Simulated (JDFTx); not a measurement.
Runs of JDFTx 1.7.0 (patched build) on AlN. Symmetry: F-43m, No. 216, cubic system. The conventional cell has a = 4.368 Å, b = 4.368 Å, c = 4.368 Å, α = 90.00°, β = 90.00°, γ = 90.00°. Al (site symmetry -43m) is surrounded by 4 N at 1.89 Å. N (site symmetry -43m) is surrounded by 4 Al at 1.89 Å. Measurements of this composition are mostly on another form, of space group No. 186.

```tsv
task	level	potentials or basis	cutoff (eV)	max SCF steps	SCF threshold on the energy	solver of the electrons	further solve for the empty bands	band ratio of the Davidson solver	gap on the mesh (eV)	pressure (GPa)
single point	LDA	PseudoDojo-SR-LDA-0.4.1-standard	1143	100	1e-09 Ha	scf	yes	-	(b)	(a)
single point	HLE16	PseudoDojo-SR-PBE-0.5-standard	1143	100	1e-09 Ha	scf	yes	-	4.49	-32.7
single point	r2SCAN	SG15-PBE-1.2	1088	100	1e-09 Ha	scf	yes	-	3.91	1.2
single point	PBEsol	PseudoDojo-SR-PBEsol-0.4.1-standard	1143	100	1e-09 Ha	scf	yes	-	3.19	1.2
```

Alike in all rows: no spin polarisation; cell as given; k mesh 10 × 10 × 10; smearing fermi-dirac 0.05 eV.

Fill in the values left out.

(a) -4.8; (b) 3.26.

Caveats: the empty levels aren't tightly converged (some runs); the potentials were made for another functional, which shifts forces and pressure (some runs); the cell as given lies far from equilibrium (some runs); the potentials were made for a functional far from this one (some runs); so large a pressure means that the cell lies far from this level's equilibrium, or that cutoff or potentials fall short (some runs).

A k mesh can miss the band edges.

The runs don't all hold the same shells in valence.

Runs at the PBE level aren't shown here.
